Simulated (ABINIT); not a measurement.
# Quasiparticle gap of ZnSe (Stilleite) in ABINIT

Aim: the G0W0 gap of ZnSe (Stilleite) on PBE, step by step.

Program: ABINIT 10.8.3. Level of theory: PBE and many-body steps on it, plane waves. Results are calculated unless marked as measured.

**Experimental background.**

- Gap 2.695 ± 0.003 eV: excitonic gap from free-exciton PL, not corrected for exciton binding; photoluminescence; 300 K; bulk crystal (Bridgman-grown crystal, polished and etched) (“Alloy Disordering Effects on the Thermal Conductivity and Energy Gap Temperature Dependence of Cd1−xZnxSe Ternary Crystals Grown by the Bridgman Method”, 2023, pmc:10253836).

### Step 1. Starting point

It takes space group F-43m (No. 216, cubic). Conventional cell: a = 5.668 Å, b = 5.668 Å, c = 5.668 Å, α = 90.00°, β = 90.00°, γ = 90.00°. Nearest to Zn lie 4 Se at 2.45 Å. Nearest to Se lie 4 Zn at 2.45 Å. Farther neighbours and most contacts between anions are not listed.

The cell and positions come from the Crystallography Open Database and are kept as given unless a step says otherwise.

### Step 2. Ground state

This step: ABINIT 10.8.3; DFT, PBE, plane waves, norm-conserving pseudopotentials.

The ground-state density comes first.

The input, run.abi:

```
acell 3*1.0 Angstrom
rprim 
  -0.000000000000 2.833800000000 2.833800000000
  2.833800000000 -0.000000000000 2.833800000000
  2.833800000000 2.833800000000 0.000000000000
ntypat 2
znucl 30 34
natom 2
typat 1 2
xred 
  0.000000000000 0.000000000000 0.000000000000
  0.250000000000 0.250000000000 0.250000000000
pp_dirpath "pseudos"
pseudos "Zn.upf, Se.upf"
ecut 48
ngkpt 6 6 6
nshiftk 1
shiftk 0 0 0
kptopt 1
chksymbreak 0
nband 27
occopt 1
tolvrs 1e-10
nstep 60
prtwf 0
indata_prefix "in"
outdata_prefix "out"
tmpdata_prefix "tmp"
```

Run with:

```
$ OMP_NUM_THREADS=1 mpirun -n 4 abinit run.abi > log
```

Numbers of over 12 decimals in the logs are rounded to 6 here.

Output:

```text
.Version 10.8.3 of ABINIT. v10.8.2 released Aug 2026.

 Symmetries : space group F-4 3 m (#216); Bravais cF (face-center cubic)
================================================================================
 Values of the parameters that define the memory need of the present run
     intxc =       0    ionmov =       0      iscf =       7    lmnmax =       6
     lnmax =       6     mgfft =      48  mpssoang =       3    mqgrid =    3001
     natom =       2  nloc_mem =       1    nspden =       1   nspinor =       1
    nsppol =       1      nsym =      24    n1xccc =    2501    ntypat =       2
    occopt =       1   xclevel =       2
-    mband =          27        mffmem =           1         mkmem =           4
       mpw =        4897          nfft =      110592          nkpt =          16
================================================================================
  Rough estimation (10% accuracy) of disk space for files :
================================================================================

--------------------------------------------------------------------------------
------------- Echo of variables that govern the present computation ------------
--------------------------------------------------------------------------------
 -outvars: echo values of preprocessed input variables --------
            acell      1.8897261259E+00  1.8897261259E+00  1.8897261259E+00 Bohr

      chksymbreak           0
             ecut      4.80000000E+01 Hartree
-          fftalg         312

              ixc     -101130
              kpt      0.00000000E+00  0.00000000E+00  0.00000000E+00
                       1.66666667E-01  0.00000000E+00  0.00000000E+00
                       3.33333333E-01  0.00000000E+00  0.00000000E+00
                       5.00000000E-01  0.00000000E+00  0.00000000E+00
                       1.66666667E-01  1.66666667E-01  0.00000000E+00
                       3.33333333E-01  1.66666667E-01  0.00000000E+00
                       5.00000000E-01  1.66666667E-01  0.00000000E+00
                      -3.33333333E-01  1.66666667E-01  0.00000000E+00
                      -1.66666667E-01  1.66666667E-01  0.00000000E+00
   [... 5 further rows ...]
                      -3.33333333E-01  3.33333333E-01  1.66666667E-01
                      -3.33333333E-01  5.00000000E-01  1.66666667E-01
         kptrlatt        6    0    0      0    6    0      0    0    6
          kptrlen      4.54395803E+01
P           mkmem           4
            natom           2
            nband          27
            ngfft          48      48      48
             nkpt          16
            nstep          60
             nsym          24
           ntypat           2
              occ      2.000000  2.000000  2.000000  2.000000  2.000000  2.000000
                       2.000000  2.000000  2.000000  2.000000  2.000000  2.000000
                       2.000000  2.000000  2.000000  2.000000  2.000000  2.000000
                       2.000000  2.000000  2.000000  2.000000  0.000000  0.000000
[...]
prtwf           0
            rprim     -0.0000000000E+00  2.8338000000E+00  2.8338000000E+00
[...]
spgroup         216

           tolvrs      1.00000000E-10

             xred      0.0000000000E+00  0.0000000000E+00  0.0000000000E+00
[...]
znucl       30.00000   34.00000

================================================================================

 chkinp: Checking input parameters for consistency.

================================================================================
== DATASET  1 ==================================================================
-   mpi_nproc: 4, omp_nthreads: 1 (-1 if OMP is not activated)

--- !DatasetInfo
iteration_state: {dtset: 1, }
dimensions: {natom: 2, nkpt: 16, mband: 27, nsppol: 1, nspinor: 1, nspden: 1, mpw: 4897, }
cutoff_energies: {ecut:  48.0, pawecutdg:  -1.0, }
electrons: {nelect:   4.40000000E+01, charge:   0.00000000E+00, occopt:   1.00000000E+00, tsmear:   1.00000000E-02, }

 Real(R)+Recip(G) space primitive vectors, cartesian coordinates (Bohr,Bohr^-1):
 R(1)=  0.0000000  5.3551059  5.3551059  G(1)= -0.0933688  0.0933688  0.0933688
 R(2)=  5.3551059  0.0000000  5.3551059  G(2)=  0.0933688 -0.0933688  0.0933688
 R(3)=  5.3551059  5.3551059  0.0000000  G(3)=  0.0933688  0.0933688 -0.0933688
 Unit cell volume ucvol=  3.0713845E+02 bohr^3
 Angles (23,13,12)=  6.00000000E+01  6.00000000E+01  6.00000000E+01 degrees

 getcut: wavevector=  0.0000  0.0000  0.0000  ngfft=  48  48  48
         ecut(hartree)=     48.000   => boxcut(ratio)=   2.03223

--- Pseudopotential description ------------------------------------------------
- Zn Generated using ONCVPSP code by D. R. Hamann
- 30.00000  20.00000  171031                  znucl, zion, pspdat
12 -101130 2 -1 1326                          pspcod,pspxc,lmax,lloc,mmax
     nproj     2     2     2
  pspatm : epsatm=   26.68164218
         --- l  ekb(1:nproj) -->
[...]
pspatm: atomic psp has been read  and splines computed

- Se Generated using ONCVPSP code by D. R. Hamann
- 34.00000  24.00000  171031                  znucl, zion, pspdat
12 -101130 2 -1 1214                          pspcod,pspxc,lmax,lloc,mmax
     nproj     2     2     2
  pspatm : epsatm=   25.39064422
         --- l  ekb(1:nproj) -->
[...]
pspatm: atomic psp has been read  and splines computed

   2.29118060E+03                                ecore*ucvol(ha*bohr**3)
--------------------------------------------------------------------------------

_setup2: Arith. and geom. avg. npw (full set) are    4879.338    4879.326

================================================================================

--- !BeginCycle
iteration_state: {dtset: 1, }
solver: {iscf: 7, nstep: 60, nline: 4, wfoptalg: 0, }
tolerances: {tolvrs: 1.00E-10, }

     iter   Etot(hartree)      deltaE(h)  residm     vres2
 ETOT  1  -544.98635842320    -5.450E+02 9.114E-01 4.653E+03
 ETOT  2  -546.40203433041    -1.416E+00 4.210E-02 7.770E+03
 ETOT  3  -547.23845527222    -8.364E-01 1.312E-02 1.052E+03
 ETOT  4  -547.31149392204    -7.304E-02 4.016E-03 3.977E+02
 ETOT  5  -547.35013234238    -3.864E-02 2.241E-03 5.298E+01
 ETOT  6  -547.35602524963    -5.893E-03 8.103E-04 1.388E+00
 ETOT  7  -547.35612893251    -1.037E-04 1.448E-04 3.923E-01
 ETOT  8  -547.35617116759    -4.224E-05 4.337E-05 4.472E-02
 ETOT  9  -547.35617617370    -5.006E-06 1.082E-05 5.496E-03
 ETOT 10  -547.35617686684    -6.931E-07 3.919E-06 5.544E-07
 ETOT 11  -547.35617686708    -2.417E-10 1.219E-06 1.127E-07
 ETOT 12  -547.35617686712    -3.763E-11 4.599E-07 6.262E-09
 ETOT 13  -547.35617686715    -2.808E-11 1.480E-07 2.773E-10
 ETOT 14  -547.35617686716    -1.398E-11 5.597E-08 1.371E-11

 At SCF step   14       vres2   =  1.37E-11 < tolvrs=  1.00E-10 =>converged.

 Cartesian components of stress tensor (hartree/bohr^3)
  sigma(1 1)= -3.24037045E-05  sigma(3 2)=  0.00000000E+00
  sigma(2 2)= -3.24037045E-05  sigma(3 1)=  0.00000000E+00
  sigma(3 3)= -3.24037045E-05  sigma(2 1)=  0.00000000E+00

--- !ResultsGS
iteration_state: {dtset: 1, }
comment   : Summary of ground state results
lattice_vectors:
- [ -0.0000000,   5.3551059,   5.3551059, ]
- [  5.3551059,  -0.0000000,   5.3551059, ]
- [  5.3551059,   5.3551059,   0.0000000, ]
lattice_lengths: [   7.57326,    7.57326,    7.57326, ]
lattice_angles: [ 60.000,  60.000,  60.000, ] # degrees, (23, 13, 12)
lattice_volume:   3.0713845E+02
convergence: {deltae: -1.398E-11, res2:  1.371E-11, residm:  5.597E-08, diffor: null, }
etotal    :  -5.47356177E+02
entropy   :   0.00000000E+00
fermie    :   1.53041323E-01
cartesian_stress_tensor: # hartree/bohr^3
- [ -3.24037045E-05,   0.00000000E+00,   0.00000000E+00, ]
- [  0.00000000E+00,  -3.24037045E-05,   0.00000000E+00, ]
- [  0.00000000E+00,   0.00000000E+00,  -3.24037045E-05, ]
pressure_GPa:   9.5335E-01
xred      :
- [  0.0000E+00,   0.0000E+00,   0.0000E+00, Zn]
- [  2.5000E-01,   2.5000E-01,   2.5000E-01, Se]
cartesian_forces: # hartree/bohr
- [  1.31811805E-23,   1.31811805E-23,  -3.95435415E-23, ]
- [ -1.31811805E-23,  -1.31811805E-23,   3.95435415E-23, ]
force_length_stats: {min:   4.37170300E-23, max:   4.37170300E-23, mean:   4.37170300E-23, }

 Integrated electronic density in atomic spheres:
 ------------------------------------------------
 Atom  Sphere_radius  Integrated_density
    1        2.00000         18.11040736
    2        2.00000         21.26036845
================================================================================

 ----iterations are completed or convergence reached----

 Mean square residual over all n,k,spin=   12.957E-11; max=  55.966E-09
 reduced coordinates (array xred) for    2 atoms
       0.000000000000      0.000000000000      0.000000000000
       0.250000000000      0.250000000000      0.250000000000
 rms dE/dt=  1.9965E-22; max dE/dt=  2.8234E-22; dE/dt below (all hartree)
    1       0.000000000000      0.000000000000     -0.000000000000
    2      -0.000000000000     -0.000000000000      0.000000000000

 cartesian coordinates (angstrom) at end:
    1      0.000000     0.000000     0.000000
    2      1.416900     1.416900     1.416900

 cartesian forces (hartree/bohr) at end:
    1      0.000000     0.000000    -0.000000
    2     -0.000000    -0.000000     0.000000
 frms,max,avg= 2.5240039E-23 3.9543542E-23   0.000E+00  0.000E+00  0.000E+00 h/b

 cartesian forces (eV/Angstrom) at end:
    1      0.000000     0.000000    -0.000000
    2     -0.000000    -0.000000     0.000000
 frms,max,avg= 1.2978950E-21 2.0334107E-21   0.000E+00  0.000E+00  0.000E+00 e/A
 length scales=  1.889726125908  1.889726125908  1.889726125908 bohr
              =  1.000000000000  1.000000000000  1.000000000000 angstroms
 prteigrs : about to open file out_EIG
 Fermi (or HOMO) energy (hartree) =   0.15304   Average Vxc (hartree)=  -0.36195
 Eigenvalues (hartree) for nkpt=  16  k points:
 kpt#   1, nband= 27, wtk=  0.00463, kpt=  0.0000  0.0000  0.0000 (reduced coord)
  -7.46293   -5.23849   -5.23849   -5.23849   -4.44962   -2.76502   -2.76502   -2.76502
  -1.56976   -1.56976   -1.56976   -1.56961   -1.56961   -0.33425   -0.08738   -0.08738
  -0.08738   -0.07385   -0.07385    0.15304    0.15304    0.15304    0.20039    0.36671
   0.36671    0.36671    0.51812
 prteigrs : prtvol=0 or 1, do not print more k-points.

--- !EnergyTerms
iteration_state     : {dtset: 1, }
comment             : Components of total free energy in Hartree
kinetic             :  2.38673621230762E+02
hartree             :  2.29158838384487E+02
xc                  : -5.13331538891217E+01
Ewald energy        : -2.44845014170202E+02
psp_core            :  7.45976485783275E+00
local_psp           : -5.91683585332825E+02
non_local_psp       : -1.34786647948093E+02
total_energy        : -5.47356176867160E+02
total_energy_eV     : -1.48943203428558E+04
band_energy         : -8.85655578376508E+01

 Cartesian components of stress tensor (hartree/bohr^3)
  sigma(1 1)= -3.24037045E-05  sigma(3 2)=  0.00000000E+00
  sigma(2 2)= -3.24037045E-05  sigma(3 1)=  0.00000000E+00
  sigma(3 3)= -3.24037045E-05  sigma(2 1)=  0.00000000E+00

-Cartesian components of stress tensor (GPa)         [Pressure=  9.5335E-01 GPa]
- sigma(1 1)= -9.53349902E-01  sigma(3 2)=  0.00000000E+00
- sigma(2 2)= -9.53349902E-01  sigma(3 1)=  0.00000000E+00
- sigma(3 3)= -9.53349902E-01  sigma(2 1)=  0.00000000E+00

== END DATASET(S) ==============================================================
================================================================================

 -outvars: echo values of variables after computation  --------
           etotal     -5.4735617687E+02
            nband          27
             nkpt          16
          spgroup         216
 [... the other variables as echoed above ...]

 Calculation completed.
```

The job ended after 28 s (4 MPI ranks of Arm Neoverse V1, shared host; peak memory 0.36 GiB).

Numbers from this step:

```
total energy               : -14894.3203 eV
gap                        : 1.288 eV
k of the valence top       : 0, 0, 0
k of the conduction bottom : 0, 0, 0
least direct gap           : 1.288 eV
pressure                   : 0.9534 GPa
```

The gap is direct, at Γ.

The cutoff was set for levels, not for stress, so the pressure can be off by some GPa.

[end of part 1 of 3]

[Paths, hosts, dates, memory and timing lines, banners, echoed tables and standing remarks are left out of the program output.]

[Logs are printed without paths, hosts, clocks, repeated set-up lines and the standing remarks that a program may print on its own settings, such as how far it seeks lower states.]

[Runs of the session that timed out or met a known fault of the program may be left out.]

[Hosts, paths, dates, database ids (printed as entryN), source tags and the programs' standing remarks are cut or masked in the printed files.]

[G0W0 gaps are taken among the corrected bands and points alone; a level outside them can change the order at an edge.]

[Where Ansatz stands beside ABINIT at settings called matched, ABINIT's density can come from a denser mesh and the files from another edition; pairs whose starting gaps differed by over 0.03 eV were left out, so agreement reads better than it is.]
